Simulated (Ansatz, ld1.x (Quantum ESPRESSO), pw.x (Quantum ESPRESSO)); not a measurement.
What a changed setting does to a pw.x run (bcc Ru)

Potential: PAW, ld1.x (Quantum ESPRESSO) 7.5, PBE; core [Ar] 3d10, reference 4s2 4p6 4d7 5s0 5p0; waves: 4s (bound): rcut 1.30, rcutus 1.50 bohr; 5s (bound, empty): rcut 1.30, rcutus 1.50 bohr; 4p (bound): rcut 1.70, rcutus 1.80 bohr; 5p (bound, empty): rcut 1.70, rcutus 1.80 bohr; 4d (bound): rcut 1.70, rcutus 2.00 bohr; 4d channel at -0.35 Ry: rcut 1.70, rcutus 2.00 bohr; local part: all-electron potential smoothed inside 1.75 bohr (lloc = -2); core correction: Bessel-smoothed model core, default radius (core density twice the valence density); augmentation: BESSEL, radius 1.45 bohr.

The reference run (k-mesh 15³, cutoffs 60/480 Ry, Fermi–Dirac 0.01 Ry, mixing_beta 0.4, conv_thr 1e-9, no spin) gives 3.94 GPa at 14.192 Å³/atom, where all-electron LAPW gives 1.63 GPa. This run, with its own iteration cap, changes ecutrho/ecutwfc to 6.

```
&control
  calculation='scf', prefix='x', pseudo_dir='./', outdir='./tmp', tstress=.true., disk_io='none'
/
&system
  ibrav=0, nat=1, ntyp=1, ecutwfc=60, ecutrho=360, nbnd=16,
  occupations='smearing', smearing='fd', degauss=0.01
/
&electrons
  conv_thr=1e-09, mixing_beta=0.4, electron_maxstep=60
/
ATOMIC_SPECIES
Ru 1.0 Ru.UPF
CELL_PARAMETERS angstrom
  -1.52520377 1.52520377 1.52520377
  1.52520377 -1.52520377 1.52520377
  1.52520377 1.52520377 -1.52520377
ATOMIC_POSITIONS crystal
Ru 0.0000 0.0000 0.0000
K_POINTS automatic
15 15 15 0 0 0
```

```bash
pw.x < Ru.scf.in > Ru.scf.out
```

Q: How does the run end?

A: It converges in 20 iterations; the free energy moves by -23.1 meV/atom and the pressure by -1.19 GPa.

```
Message from routine setup:
     using ibrav=0 with symmetry is DISCOURAGED, use correct ibrav instead
     lattice parameter (alat)  =       4.9921  a.u.
     unit-cell volume          =      95.7724 (a.u.)^3
     number of electrons       =        16.00
     number of Kohn-Sham states=           16
     kinetic-energy cutoff     =      60.0000  Ry
     charge density cutoff     =     360.0000  Ry
     scf convergence threshold =      1.0E-09
     Exchange-correlation= SLA  PW   PBX  PBC
     number of k points=   120  Fermi-Dirac smearing, width (Ry)=  0.0100
     iteration #  1     ecut=    60.00 Ry     beta= 0.40
     total energy              =    -431.30944067 Ry
     estimated scf accuracy    <       2.23464001 Ry
     iteration #  2     ecut=    60.00 Ry     beta= 0.40
     total energy              =    -431.58961028 Ry
     estimated scf accuracy    <       0.04646701 Ry
     iteration #  3     ecut=    60.00 Ry     beta= 0.40
     total energy              =    -431.62478745 Ry
     estimated scf accuracy    <       0.01181852 Ry
     [... 14 iterations left out ...]
     iteration # 18     ecut=    60.00 Ry     beta= 0.40
     total energy              =    -431.62945836 Ry
     estimated scf accuracy    <          6.3E-09 Ry
     iteration # 19     ecut=    60.00 Ry     beta= 0.40
     total energy              =    -431.62945836 Ry
     estimated scf accuracy    <          1.1E-09 Ry
     iteration # 20     ecut=    60.00 Ry     beta= 0.40
     the Fermi energy is    22.0411 ev
!    total energy              =    -431.62945836 Ry
     estimated scf accuracy    <          1.6E-11 Ry
     smearing contrib. (-TS)   =      -0.00880058 Ry
     The total energy is F=E-TS. E is the sum of the following terms:
     one-electron contribution =     -32.47764030 Ry
     hartree contribution      =      33.59316770 Ry
     xc contribution           =     -95.31724534 Ry
     ewald contribution        =    -161.61927271 Ry
     one-center paw contrib.   =    -175.79966714 Ry
     convergence has been achieved in  20 iterations
          total   stress  (Ry/bohr**3)                   (kbar)     P=       27.49
     Message from routine punch:
     Nothing written, as per user request (disk_io='none')
```

The run took about 47 s on one core of a shared host (Neoverse-V1, 32 threads, 247 GiB, load 23).
